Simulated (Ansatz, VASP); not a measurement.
**Al5GaAs6 in VASP and in Ansatz**

File INCAR:

```
PREC = Accurate
ENCUT = 600
EDIFF = 1E-7
ISMEAR = 0
SIGMA = 0.1
LREAL = False
LASPH = True
NELM = 60
ALGO = Normal
ISIF = 3
LWAVE = False
LCHARG = False
GGA = PE
IBRION = 2
NSW = 90
EDIFFG = -0.04
```

Contents of KPOINTS:

```
regular mesh
0
Gamma
  3 3 4
```

POSCAR

```
Al5GaAs6
1.0
    6.6259156800      0.0000000000      0.0000000000
   -3.3129578400      5.7382113000      0.0000000000
    0.0000000000      0.0000000000      6.3088570600
Al Ga As
5 1 6
Direct
    0.3333333300      0.3333333300      0.9999840900
    0.0000000000      0.6666666700      0.9999840900
    0.6666666700      0.0000000000      0.9999840900
    0.6666666700      0.3333333300      0.4999840900
    0.3333333300      0.6666666700      0.4999840900
    0.0000000000      0.0000000000      0.4999840900
    0.3333333300      0.3333333300      0.3740159000
    0.0000000000      0.6666666700      0.3740159000
    0.6666666700      0.0000000000      0.3740159000
    0.6666666700      0.3333333300      0.8740159000
    0.3333333300      0.6666666700      0.8740159000
    0.0000000000      0.0000000000      0.8740159000
```

Input for Ansatz:

```yaml
crystal:
  lattice:
    - [6.62591568, 0.0, 0.0]
    - [-3.31295784, 5.7382113, 0.0]
    - [0.0, 0.0, 6.30885706]
  atoms:
    - { symbol: Al, position: [0.33333333, 0.33333333, 0.99998409] }
    - { symbol: Al, position: [0.0, 0.66666667, 0.99998409] }
    - { symbol: Al, position: [0.66666667, 0.0, 0.99998409] }
    - { symbol: Al, position: [0.66666667, 0.33333333, 0.49998409] }
    - { symbol: Al, position: [0.33333333, 0.66666667, 0.49998409] }
    - { symbol: Ga, position: [0.0, 0.0, 0.49998409] }
    - { symbol: As, position: [0.33333333, 0.33333333, 0.3740159] }
    - { symbol: As, position: [0.0, 0.66666667, 0.3740159] }
    - { symbol: As, position: [0.66666667, 0.0, 0.3740159] }
    - { symbol: As, position: [0.66666667, 0.33333333, 0.8740159] }
    - { symbol: As, position: [0.33333333, 0.66666667, 0.8740159] }
    - { symbol: As, position: [0.0, 0.0, 0.8740159] }
basis:
  ecutwfc: 420
kpoints:
  mp_grid: { grid: [3, 3, 4] }
hamiltonian:
  xc: pbe
scf:
  occupations: { method: gaussian, width: 0.1 }
  lower_state_search: "off"
output:
  forces: true
  stress: true
  eigenvalues: true
relax:
  adjacent_minimum: "off"
  f_tol: 0.04
  max_steps: 70
  cell: { stress_tol: 0.4 }
```

Alike in both runs: task relaxation of cell and atoms; functional PBE; k mesh 3 × 3 × 4; occupations gaussian, width 0.1 eV; no spin polarisation.

|  | VASP | Ansatz |
| --- | --- | --- |
| version | VASP 6.6.1 | Ansatz 0.2.0 |
| potentials or method | VASP PAW PBE potentials, release 64 (Al, Ga_d, As) | scalar-relativistic, plane waves, PAW |
| plane-wave cutoff (eV) | 600 | 420 |
| valence electrons in the cell | 58 | 118 |

```tsv
	VASP	Ansatz	Ansatz less VASP
gap on the k mesh at the Fermi level, each at its own relaxed structure (eV)	1.34	1.36	+0.024
relaxed volume (Å³/atom)	23.58	23.48	-0.099
relaxed cell length with the largest relative difference (Å)	7.007	6.997	-0.0099
energy change over the relaxation (meV/atom)	-151	-146	+5.0
```

The two sets of potentials don't hold the same shells in valence.

Caveats: the volume moved by over 15 % at a fixed basis, so the end points are rough (VASP); an odd mesh through Γ misses points on the zone boundary, where band edges often lie. A hybrid or GW would open this gap; PBE tends to underestimate it.
